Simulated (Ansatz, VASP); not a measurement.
## TePb in VASP and in Ansatz

The input INCAR:

```
SYSTEM = TePb
PREC     = Accurate       ! precision mode
ENCUT    = 600            ! plane-wave cutoff, eV
EDIFF    = 1E-6           ! SCF threshold, eV
ISMEAR   = -1             ! smearing method
SIGMA    = 0.05           ! smearing width, eV
LREAL    = .False.        ! projectors in reciprocal space
LASPH    = .True.         ! aspherical terms in the spheres
NELM     = 100            ! most SCF steps
ALGO     = Normal         ! electronic algorithm
ISIF     = 3              ! what is computed and relaxed
LWAVE    = .False.        ! write WAVECAR
LCHARG   = .False.        ! write CHGCAR
GGA      = RP             ! functional
IVDW     = 13             ! dispersion correction
IBRION   = 2              ! ionic algorithm
NSW      = 60             ! ionic steps
EDIFFG   = -0.005         ! ionic threshold
```

File KPOINTS:

```
regular mesh
0
Gamma
  7 7 7
  0 0 0
```

The input POSCAR:

```
TePb
1.0
    0.0000000000      3.2310000000      3.2310000000
    3.2310000000      0.0000000000      3.2310000000
    3.2310000000      3.2310000000      0.0000000000
Pb Te
1 1
Direct
    0.0000000000      0.0000000000      0.0000000000
    0.5000000000      0.5000000000      0.5000000000
```

File input.yaml:

```yaml
crystal:
  lattice:
    - [0.0, 3.231, 3.231]
    - [3.231, 0.0, 3.231]
    - [3.231, 3.231, 0.0]
  atoms:
    - { symbol: Pb, position: [0.0, 0.0, 0.0] }
    - { symbol: Te, position: [0.5, 0.5, 0.5] }
hamiltonian:
  xc: rpbe
  pseudopotentials: { kind: paw }
  dispersion: d4
kpoints:
  mp_grid: { grid: [7, 7, 7] }
scf:
  occupations: { method: fermi_dirac, width: 0.05 }
output:
  forces: true
  stress: true
  eigenvalues: true
relax:
  f_tol: 0.01
  max_steps: 40
  cell: { stress_tol: 0.05 }
```

Alike in both runs: task relaxation of cell and atoms; functional RPBE; dispersion D4; k mesh 7 × 7 × 7; occupations fermi-dirac, width 0.05 eV; no spin polarisation.

```csv
,VASP,Ansatz
version,VASP 6.6.1,Ansatz 0.2.0
potentials or method,"VASP PAW PBE potentials, release 64 (Pb_d, Te)",Ansatz PAW
plane-wave cutoff (eV),600,420
valence electrons in the cell,20,30
```

```csv
,VASP,Ansatz,Ansatz less VASP
"gap on the k mesh at the Fermi level, each at its own relaxed structure (eV)",1.06,1.06,-0.002
relaxed volume (Å³/atom),33.71,33.73,+0.020
relaxed cell length with the largest relative difference (Å),4.568,4.569,+0.0009
```

The two sets of potentials don't hold the same shells in valence.

Caveats: the PAW data sets were made with another functional, which shifts forces and pressure a little (VASP); the plane-wave basis is chosen anew once the cell has moved, so the energies of steps on either side of that aren't comparable (Ansatz); the PAW data sets come from PBE, with cores solved anew for the run's functional, which leaves a small shift of forces and pressure (Ansatz). Spin-orbit coupling is left out, which matters for the levels of Pb, Te.
